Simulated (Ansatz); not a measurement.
Strain and the gap of SrO (rocksalt)

Rocksalt SrO, relaxed with r2SCAN in the PAW code Ansatz. It is cubic, Fm-3m (No. 225); a = 5.160 Å in the conventional setting, 17.17 Å³ an atom. Sr has 6 O at 2.58 Å; O has 6 Sr at 2.58 Å.

The axes x, y and z are those of this cell:
```
CELL_PARAMETERS angstrom
0.00000 2.57989 2.57989
2.57989 0.00000 2.57989
2.57989 2.57989 0.00000
ATOMIC_POSITIONS crystal
Sr 0.00000 0.00000 0.00000
O 0.50000 0.50000 0.50000
```

Unstrained: The PBE gap is indirect, 3.318 eV (Γ to X), below the direct gap of 3.403 eV at X. The r2SCAN gap is indirect, 3.799 eV (Γ to X), below the direct gap of 3.880 eV at X. The HSE06 gap is indirect, 4.794 eV (Γ to X), below the direct gap of 4.890 eV at X. Meshes: PBE 8×8×8, r2SCAN 8×8×8, HSE06 6×6×6. Strains are changes of length per length. After each strain the atoms were relaxed again with r2SCAN within the symmetry that the strain leaves, so tilts or polar shifts that break it weren't tested; points keep the names that they have in the unstrained zone. The values are computed, spin-unpolarised, and not measurements.

Changes of the least gap in eV (an overlap counts as a negative gap):
```tsv
strain	volume change (%)	space group	PBE	r2SCAN	HSE06	energy rise, r2SCAN (meV/atom)
epitaxial -1.0 % in the plane normal to [111], free normal strain +0.65 %	-1.4	R-3m	-0.020	-0.019	-0.016	2.0
isotropic -2.0 % on every length	-5.9	Fm-3m	-0.035	-0.030	-0.015	19.4
uniaxial -1.0 % along z	-1.0	I4/mmm	-0.053	-0.054	-0.045	1.0
uniaxial +2.0 % along x	+2.0	I4/mmm	-0.033	-0.036	-0.036	3.6
epitaxial -0.5 % in the xy plane, free normal strain +0.25 %	-0.8	I4/mmm	-0.021	-0.020	-0.016	0.6
```

Epitaxial -1.0 % in the plane normal to [111], free normal strain +0.65 %. HSE06: the gap goes from 4.794 to 4.778 eV (-0.016 eV); with r2SCAN the top three valence levels at Γ, degenerate before, become 2+1 from the top over 36 meV. Stress change with r2SCAN, compression positive: xx +1.30, yy +1.30, zz +1.30, xy -0.63, xz -0.63, yz -0.63 GPa.

Isotropic -2.0 % on every length. HSE06: the gap goes from 4.794 to 4.779 eV (-0.015 eV). Stress change with r2SCAN, compression positive: xx +6.50, yy +6.50, zz +6.50 GPa. For HSE06, dE_g/d ln V = 0.3 eV over this step.

Uniaxial -1.0 % along z, other directions held. HSE06: the gap goes from 4.794 to 4.749 eV (-0.045 eV); with r2SCAN the top three valence levels at Γ, degenerate before, become 1+2 from the top over 36 meV. Stress change with r2SCAN, compression positive: xx +0.50, yy +0.50, zz +1.95 GPa.

Uniaxial +2.0 % along x, other directions held. HSE06: the gap goes from 4.794 to 4.758 eV (-0.036 eV); with r2SCAN the top three valence levels at Γ, degenerate before, become 2+1 from the top over 59 meV. Stress change with r2SCAN, compression positive: xx -3.23, yy -0.93, zz -0.93 GPa.

Epitaxial -0.5 % in the xy plane, free normal strain +0.25 %. HSE06: the gap goes from 4.794 to 4.778 eV (-0.016 eV); with r2SCAN the top three valence levels at Γ, degenerate before, become 2+1 from the top over 25 meV. Stress change with r2SCAN, compression positive: xx +1.08, yy +1.08, zz +0.04 GPa.

The meshes of the hybrids are coarse, so their gaps aren't converged to the digits shown.

The splittings at Γ are without spin-orbit coupling, which regroups them where it is of like size or larger.
